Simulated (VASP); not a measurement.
# GaN (P6_3mc) in VASP: a series of runs, part 2 of 2

VASP 6.6.1. Earlier steps stand in the parts before.

### Step 3. Relaxation of cell and atoms, LDA

Input file INCAR:

```
PREC = Accurate
ENCUT = 600
EDIFF = 1E-7
ISMEAR = 0
SIGMA = 0.02
LREAL = F
LASPH = T
NELM = 60
ALGO = Normal
ISIF = 3
LWAVE = F
LCHARG = F
IBRION = 2
NSW = 90
EDIFFG = -0.005
```

Input file KPOINTS:

```
regular mesh
0
Gamma
  12 12 6
```

Input file POSCAR:

```
GaN
1.0
    3.1889304000      0.0000000000      0.0000000000
   -1.5944652000      2.7616947400      0.0000000000
    0.0000000000      0.0000000000      5.1923572500
Ga N
2 2
Direct
    0.6666666700      0.3333333300      0.4990837100
    0.3333333300      0.6666666700      0.9990837100
    0.6666666700      0.3333333300      0.8759162900
    0.3333333300      0.6666666700      0.3759162900
```

Potentials or basis: VASP PAW LDA potentials, release 64 (Ga_d, N).

On the command line:

```console
$ cat potpaw_LDA.64/Ga_d/POTCAR potpaw_LDA.64/N/POTCAR > POTCAR
$ mpirun -np 1 vasp_std > vasp.out
```

OUTCAR:

```text
PREC = Accurate
   ENCUT = 600
   EDIFF = 1E-7
   ISMEAR = 0
   LREAL = F
   LASPH = T
   NELM = 60
   ISIF = 3
   IBRION = 2
   NSW = 90
   EDIFFG = -0.005

 ion  position               nearest neighbor table
   1  0.667  0.333  0.499-   4 1.95   4 1.95   4 1.95   3 1.96
   2  0.333  0.667  0.999-   3 1.95   3 1.95   3 1.95   4 1.96
   3  0.667  0.333  0.876-   2 1.95   2 1.95   2 1.95   1 1.96
   4  0.333  0.667  0.376-   1 1.95   1 1.95   1 1.95   2 1.96

  LATTYP: Found a hexagonal cell.
 ALAT       =     3.1889304000
 C/A-ratio  =     1.6282441442

  Lattice vectors:

 A1 = (   3.1889304000,   0.0000000000,   0.0000000000)
 A2 = (  -1.5944652000,   2.7616947400,   0.0000000000)
 A3 = (   0.0000000000,   0.0000000000,   5.1923572500)

Analysis of symmetry for initial positions (statically):
=====================================================================
 Subroutine PRICEL returns:
 Original cell was already a primitive cell.

 Routine SETGRP: Setting up the symmetry group for a
 hexagonal supercell.

 Subroutine GETGRP returns: Found 12 space group operations
 (whereof  6 operations were pure point group operations)
 out of a pool of 24 trial point group operations.

The static configuration has the point symmetry C_3v.
 The point group associated with its full space group is C_6v.

Analysis of symmetry for dynamics (positions and initial velocities):
=====================================================================
 Subroutine PRICEL returns:
 Original cell was already a primitive cell.

 Routine SETGRP: Setting up the symmetry group for a
 hexagonal supercell.

 Subroutine GETGRP returns: Found 12 space group operations
 (whereof  6 operations were pure point group operations)
 out of a pool of 24 trial point group operations.

The dynamic configuration has the point symmetry C_3v.
 The point group associated with its full space group is C_6v.

 Subroutine INISYM returns: Found 12 space group operations
 (whereof  6 operations are pure point group operations),
 and found     1 'primitive' translations

----------------------------------------------------------------------------------------

                                     Primitive cell

  volume of cell :      45.7283

  direct lattice vectors                    reciprocal lattice vectors
     3.188930400  0.000000000  0.000000000     0.313584768  0.181048250  0.000000000
    -1.594465200  2.761694740  0.000000000     0.000000000  0.362096500  0.000000000
     0.000000000  0.000000000  5.192357250     0.000000000  0.000000000  0.192590754

  length of vectors
     3.188930400  3.188930402  5.192357250     0.362096500  0.362096500  0.192590754

  position of ions in fractional coordinates (direct lattice)
     0.666666670  0.333333330  0.499083710
     0.333333330  0.666666670  0.999083710
     0.666666670  0.333333330  0.875916290
     0.333333330  0.666666670  0.375916290

  ion indices of the primitive-cell ions
   primitive index   ion index
[... 37 lines left out ...]
  0.333333  0.000000  0.000000      6.000000
  0.416667  0.000000  0.000000      6.000000
[... 16 lines left out ...]
  0.250000  0.000000  0.166667     12.000000
  0.333333  0.000000  0.166667     12.000000
 [... further k-points ...]
   k-points           NKPTS =     76   k-points in BZ     NKDIM =     76   number of bands    NBANDS=     22
   number of dos      NEDOS =    301   number of ions     NIONS =      4
   total plane-waves  NPLWV =  32928
   dimension x,y,z NGX =    28 NGY =   28 NGZ =   42
   dimension x,y,z NGXF=    56 NGYF=   56 NGZF=   84
   ions per type =               2   2
   NGX,Y,Z   is equivalent  to a cutoff of  14.60, 14.60, 13.45 a.u.
   NGXF,Y,Z  is equivalent  to a cutoff of  29.19, 29.19, 26.89 a.u.
 SYSTEM =  unknown system
   PREC   = accura    normal or accurate (medium, high low for compatibility)
   ISTART =      0    job   : 0-new  1-cont  2-samecut
   ICHARG =      2    charge: 1-file 2-atom 10-const
   ISPIN  =      1    spin polarized calculation?
   LNONCOLLINEAR =      F non collinear calculations
   LSORBIT =      F    spin-orbit coupling
   LASPH  =      T    aspherical Exc in radial PAW
   ENCUT  =  600.0 eV  44.10 Ry    6.64 a.u.   6.37  6.37 10.37*2*pi/ulx,y,z
   NELM   =     60;   NELMIN=  2; NELMDL= -5     # of ELM steps
   EDIFF  = 0.1E-06   stopping-criterion for ELM
   LREAL  =      F    real-space projection
   EDIFFG = -.5E-02   stopping-criterion for IOM
   NSW    =     90    number of steps for IOM
   IBRION =      2    ionic relax: 0-MD 1-quasi-New 2-CG
   NFREE  =      1    steps in history (QN), initial steepest desc. (CG)
   ISIF   =      3    stress and relaxation
   ISYM   =      2    0-nonsym 1-usesym 2-fastsym
   POTIM  = 0.5000    time-step for ionic-motion
   TEBEG  =    0.0;   TEEND  =   0.0 temperature during run
   PSTRESS=    0.0 pullay stress
   NELECT =      36.0000    total number of electrons
   NUPDOWN=      -1.0000    fix difference up-down
   EMIN   =  10.00;   EMAX   =-10.00  energy-range for DOS
   EFERMI =   0.00;   METHOD = LEGACY
   ISMEAR =     0;   SIGMA  =   0.02  broadening in eV -4-tet -1-fermi 0-gaus
   EFERMI_NEDOS =   21; number of points for ismear=-14 and -15
   IALGO  =     38    algorithm
   IMIX   =      4    mixing-type and parameters
     AMIX     =   0.40;   BMIX     =  1.00
     AMIX_MAG =   1.60;   BMIX_MAG =  1.00
  volume/ion in A,a.u.               =      11.43        77.15
  Fermi-wavevector in a.u.,A,eV,Ry     =   1.511636  2.856578 31.089905  2.285044
  Thomas-Fermi vector in A             =   2.621667
   LORBIT       =      0    0 simple, 1 ext, 2 COOP (PROOUT), +10 PAW based schemes
   GGA     = CA    functional components
   LHFCALC =     F    Hartree Fock is set to
   AEXX    =    0.0000 exact exchange contribution
   IVDW    =     0    specifies the selected vdW correction
   LEPSILON=     F    determine dielectric tensor
   LRPA    =     F    only Hartree local field effects (RPA)
 conjugate gradient relaxation of ions
 non-spin polarized calculation
 Gauss-broadening in eV      SIGMA  =   0.02
  energy-cutoff  :      600.00
  volume of cell :       45.73
 maximum number of plane-waves:      1550
 NGX is ok and might be reduce to    28
   NGX = 13   NGY = 13   NGZ = 21

--------------------------------------- Ionic step        1  -------------------------------------------

 number of electron      35.9999996 magnetization

 Free energy of the ion-electron system (eV)
  ---------------------------------------------------
  ext. energy  EPLUGINS =         0.00000000
  ---------------------------------------------------
  free energy    TOTEN  =       -27.89001803 eV

  energy without entropy =      -27.89001803  energy(sigma->0) =      -27.89001803

------------------------ aborting loop because EDIFF is reached ----------------------------------------

  FORCE on cell =-STRESS in cart. coord.  units (eV):
  Direction    XX          YY          ZZ          XY          YZ          ZX
  --------------------------------------------------------------------------------------
  -------------------------------------------------------------------------------------
  Total       -1.5953455     -1.5953455     -1.5170781      0.0000000      0.0000000     -0.0000000
  in kB      -55.8959143    -55.8959144    -53.1536669      0.0000000      0.0000000     -0.0000000
  external PRESSURE =     -54.9818319 kB  Pullay stress =       0.0000000 kB
[... 253 lines left out ...]
--------------------------------------- Ionic step        8  -------------------------------------------

 number of electron      35.9999987 magnetization

 Free energy of the ion-electron system (eV)
  ---------------------------------------------------
  ext. energy  EPLUGINS =         0.00000000
  ---------------------------------------------------
  free energy    TOTEN  =       -27.91302431 eV

  energy without entropy =      -27.91302431  energy(sigma->0) =      -27.91302431

 E-fermi :   5.5371     XC(G=0): -12.2724

 val. band max:        5.3850792324   @ k =   0.0000   0.0000   0.0000
 cond. band min:       7.4978051654   @ k =   0.0000   0.0000   0.0000
 fundamental gap:      2.1127259330
 Fermi energy:         5.5370671985

 k-point     1 :       0.0000    0.0000    0.0000
  band No.  band energies     occupation
      1     -10.7142      2.00000
      2      -9.7500      2.00000
      3      -8.1970      2.00000
      4      -8.1799      2.00000
      5      -8.1799      2.00000
      6      -8.1138      2.00000
[... 589 lines left out ...]
     21      12.4033      0.00000
     22      13.6798      0.00000

 [... further k-points ...]

------------------------ aborting loop because EDIFF is reached ----------------------------------------

  FORCE on cell =-STRESS in cart. coord.  units (eV):
  Direction    XX          YY          ZZ          XY          YZ          ZX
  --------------------------------------------------------------------------------------
  -------------------------------------------------------------------------------------
  Total        0.0010060      0.0010060      0.0026731      0.0000000      0.0000000      0.0000000
  in kB        0.0362836      0.0362836      0.0964128      0.0000000      0.0000000      0.0000000
  external PRESSURE =       0.0563266 kB  Pullay stress =       0.0000000 kB
[... 19 lines left out ...]
  FREE ENERGIE OF THE ION-ELECTRON SYSTEM (eV)
  ---------------------------------------------------
  free  energy   TOTEN  =       -27.9130243082 eV

  energy  without entropy=      -27.9130243082  energy(sigma->0) =      -27.91302431

 reached required accuracy - stopping structural energy minimisation
```

CONTCAR:

```text
GaN
   1.00000000000000
     3.1569780135766781    0.0000000000000000   -0.0000000000000000
    -1.5784890067883390    2.7340231615647377   -0.0000000000000000
    -0.0000000000000000    0.0000000000000000    5.1464834110064670
  Ga              N
     2     2
Direct
     0.6666666699999979    0.3333333300000021    0.4992914108873047
     0.3333333300000021    0.6666666699999979    0.9992914108873047
     0.6666666699999979    0.3333333300000021    0.8757085891126953
     0.3333333300000021    0.6666666699999979    0.3757085891126953

  0.00000000E+00  0.00000000E+00  0.00000000E+00
  0.00000000E+00  0.00000000E+00  0.00000000E+00
  0.00000000E+00  0.00000000E+00  0.00000000E+00
  0.00000000E+00  0.00000000E+00  0.00000000E+00
```

It took 6.4 min on 1 thread of Intel Xeon Platinum 8259CL at 2.50GHz (Skylake/Cascade Lake), shared host; peak memory 0.22 GiB.

What came out:

| Property | Result |
| --- | --- |
| Free energy | -27.9130 eV |
| Relaxed volume | 11.11 Å³/atom |
| Relaxed cell | a = 3.157 Å, b = 3.157 Å, c = 5.146 Å, α = 90.00°, β = 90.00°, γ = 120.00° |
| Space group after relaxing (to 0.05 Å) | P6_3mc (No. 186) |
| Energy gained by relaxing | 5.8 meV/atom |
| Ionic steps | 8 |
| Pressure after relaxing | 0.0 GPa |
| Band gap on the k mesh | 2.11 eV, direct |

Step by step:
| step | energy change (eV) | largest force (eV/Å) | pressure (GPa) | volume (Å³) |
| --- | --- | --- | --- | --- |
| 1 | 0.0000 | 0.0078 | -5.50 | 45.73 |
| 2 | -0.0001 | 0.0224 | 6.03 | 43.18 |
| 3 | -0.0230 | 0.0142 | -0.04 | 44.43 |
| 4 | -0.0230 | 0.0144 | 0.08 | 44.40 |
| 5 | -0.0230 | 0.0018 | -0.14 | 44.44 |
| 6 | -0.0230 | 0.0040 | -0.03 | 44.43 |
| 7 | -0.0230 | 0.0031 | -0.06 | 44.43 |
| 8 | -0.0230 | 0.0002 | 0.01 | 44.42 |

Final structure:
```cif
data_structure
_symmetry_space_group_name_H-M 'P 1'
_symmetry_Int_Tables_number 1
_cell_length_a 3.1570
_cell_length_b 3.1570
_cell_length_c 5.1465
_cell_angle_alpha 90.000
_cell_angle_beta 90.000
_cell_angle_gamma 120.000
_cell_volume 44.42
loop_
_atom_site_label
_atom_site_type_symbol
_atom_site_fract_x
_atom_site_fract_y
_atom_site_fract_z
_atom_site_occupancy
Ga1 Ga 0.66667 0.33333 0.49929 1
Ga2 Ga 0.33333 0.66667 0.99929 1
N1 N 0.66667 0.33333 0.87571 1
N2 N 0.33333 0.66667 0.37571 1
```

A hybrid or GW would open this gap; LDA tends to underestimate it.

### Step 4. Relaxation of cell and atoms, PBE

Changes to INCAR since step 3:

```diff
@@ -12,2 +12,3 @@
 LCHARG = F
+GGA = PE
 IBRION = 2
```

KPOINTS is that of step 3.

POSCAR is that of step 3.

Potentials or basis: VASP PAW PBE potentials, release 64 (Ga_d, N).

On the command line:

```console
$ cat potpaw_PBE.64/Ga_d/POTCAR potpaw_PBE.64/N/POTCAR > POTCAR
$ mpirun -np 1 vasp_std > vasp.out
```

Wall time 3.9 min (1 thread of Intel Xeon Platinum 8259CL at 2.50GHz (Skylake/Cascade Lake), shared host); peak memory 0.23 GiB.

The run converged. Its results:

| Quantity | Value |
| --- | --- |
| Free energy | -24.3290 eV |
| Relaxed volume | 11.76 Å³/atom |
| Relaxed cell | a = 3.219 Å, b = 3.219 Å, c = 5.242 Å, α = 90.00°, β = 90.00°, γ = 120.00° |
| Space group after relaxing (to 0.05 Å) | P6_3mc (No. 186) |
| Energy gained by relaxing | 5.0 meV/atom |
| Ionic steps | 3 |
| Pressure after relaxing | 0.0 GPa |
| Band gap on the k mesh | 1.72 eV, direct |

Stress tensor (GPa, compression positive):
```
-0.05  0.00  0.00
 0.00 -0.05  0.00
 0.00  0.00  0.06
```

The path:
```
step  energy change (eV)  largest force (eV/Å)  pressure (GPa)  volume (Å³)
   1              0.0000                0.0058            5.06        45.73
   2             -0.0060                0.0042           -3.85        48.16
   3             -0.0200                0.0003           -0.01        47.03
```

Final structure:
```
Ga N
1.0
     3.21858    0.00000    0.00000
    -1.60929    2.78737    0.00000
     0.00000    0.00000    5.24206
Ga N
2 2
Direct
  0.66667 0.33333 0.49911
  0.33333 0.66667 0.99911
  0.66667 0.33333 0.87589
  0.33333 0.66667 0.37589
```

Levels at points of the mesh, in eV from the valence-band top:
| k point | band 15 | band 16 | band 17 | band 18 | band 19 | band 20 | band 21 | band 22 |
| --- | --- | --- | --- | --- | --- | --- | --- | --- |
| (0.00, 0.00, 0.00) | -1.00 | -0.03 | 0.00 | 0.00 | 1.72 | 4.06 | 9.03 | 9.73 |
| (0.50, 0.00, 0.00) | -4.07 | -2.64 | -2.11 | -0.96 | 4.98 | 5.38 | 5.98 | 8.35 |
| (0.00, 0.00, 0.50) | -0.51 | -0.51 | -0.51 | -0.51 | 4.06 | 4.06 | 8.31 | 8.31 |
| (0.50, 0.00, 0.50) | -1.87 | -1.87 | -1.83 | -1.83 | 4.31 | 4.31 | 7.58 | 7.58 |

As with any semilocal functional, this PBE gap is likely too small.

### Step 5. Relaxation of cell and atoms, PBE+D3(BJ)

Changes to INCAR since step 4:

```diff
@@ -13,2 +13,3 @@
 GGA = PE
+IVDW = 12
 IBRION = 2
```

KPOINTS is that of step 4.

POSCAR is that of step 4.

On the command line:

```console
$ cat potpaw_PBE.64/Ga_d/POTCAR potpaw_PBE.64/N/POTCAR > POTCAR
$ mpirun -np 1 vasp_std > vasp.out
```

It took 3.2 min on 1 thread of Intel Xeon Platinum 8259CL at 2.50GHz (Skylake/Cascade Lake), shared host; peak memory 0.25 GiB.

Results (log left out):

```yaml
Free_energy: -25.3261 eV
Relaxed_volume: 11.52 Å³/atom
Relaxed_cell: a = 3.197 Å, b = 3.197 Å, c = 5.207 Å, α = 90.00°, β = 90.00°, γ = 120.00°
Space_group_after_relaxing_to_0.05_Å: P6_3mc (No. 186)
Energy_gained_by_relaxing: 0.4 meV/atom
Ionic_steps: 3
Pressure_after_relaxing: 0.0 GPa
Largest_force_after_relaxing: 0.005 eV/Å
Band_gap_on_the_k_mesh: 1.85 eV, direct
Dispersion_energy_per_atom: -0.252 eV
```

Forces in eV/Å, atoms in the order of the input:
```
Ga   0.000  0.000  0.005
Ga   0.000  0.000  0.005
N    0.000  0.000 -0.005
N    0.000  0.000 -0.005
```

Stress tensor (GPa, compression positive):
```
-0.04  0.00  0.00
 0.00 -0.04  0.00
 0.00  0.00  0.07
```

The path:
```csv
step,energy change (eV),largest force (eV/Å),pressure (GPa),volume (Å³)
1,0.0000,0.0066,1.36,45.73
2,-0.0004,0.0034,-1.15,46.37
3,-0.0015,0.0049,0.00,46.07
```

Final structure:
```
CELL_PARAMETERS angstrom
3.19654 0.00000 0.00000
-1.59827 2.76828 0.00000
0.00000 0.00000 5.20659
ATOMIC_POSITIONS crystal
Ga 0.66667 0.33333 0.49912
Ga 0.33333 0.66667 0.99912
N 0.66667 0.33333 0.87588
N 0.33333 0.66667 0.37588
```

Levels at points of the mesh, in eV from the valence-band top:
```csv
k point,band 16,band 17,band 18,band 19,band 20,band 21
"(0.00, 0.00, 0.00)",-0.04,0.00,0.00,1.85,4.20,9.14
"(0.50, 0.00, 0.00)",-2.71,-2.17,-0.99,5.04,5.51,6.03
"(0.00, 0.00, 0.50)",-0.52,-0.52,-0.52,4.19,4.19,8.42
"(0.50, 0.00, 0.50)",-1.92,-1.87,-1.87,4.38,4.38,7.71
```

### Step 6. Relaxation of cell and atoms, PBEsol

Changes to INCAR since step 5:

```diff
@@ -1,3 +1,3 @@
 PREC = Accurate
-ENCUT = 600
+ENCUT = 300
 EDIFF = 1E-7
@@ -12,4 +12,3 @@
 LCHARG = F
-GGA = PE
-IVDW = 12
+GGA = PS
 IBRION = 2
```

KPOINTS is that of step 5.

POSCAR is that of step 5.

Potentials or basis: VASP PAW PBE potentials, release 64 (Ga_d, N).

On the command line:

```console
$ cat potpaw_PBE.64/Ga_d/POTCAR potpaw_PBE.64/N/POTCAR > POTCAR
$ mpirun -np 1 vasp_std > vasp.out
```

Run time: 3 min. Hardware: 1 thread of Intel Xeon Platinum 8259CL at 2.50GHz (Skylake/Cascade Lake), shared host; peak memory 0.15 GiB.

The run converged, but a check on its numbers failed (symmetry, net force, bounds or a known fault of this set-up), so they aren't taken as properties of the crystal.

Caveat: the cutoff lies under the usual one of these potentials, so the numbers hold a large basis-set error; the PAW data sets were made with another functional, which shifts forces and pressure a little.

### Step 7. Overview

```csv
level,potentials or basis,gap on the mesh (eV),pressure (GPa),relaxed volume (Å³/atom)
PBEsol,"VASP PAW PBE potentials, release 64 (Ga_d, N)",1.91,0.0,11.35
LDA,"VASP PAW LDA potentials, release 64 (Ga_d, N)",2.11,0.0,11.11
PBE,"VASP PAW PBE potentials, release 64 (Ga_d, N)",1.72,0.0,11.76
PBE+D3(BJ),"VASP PAW PBE potentials, release 64 (Ga_d, N)",1.85,0.0,11.52
```

Alike in all rows: task relaxation of cell and atoms; no spin polarisation; cell relaxed; k mesh 12 × 12 × 6; cutoff (eV) 600; smearing gaussian 0.02 eV.

Caveats: the PAW data sets were made with another functional, which shifts forces and pressure a little (some runs).

Absolute energies hang on the potentials; compare differences alone.
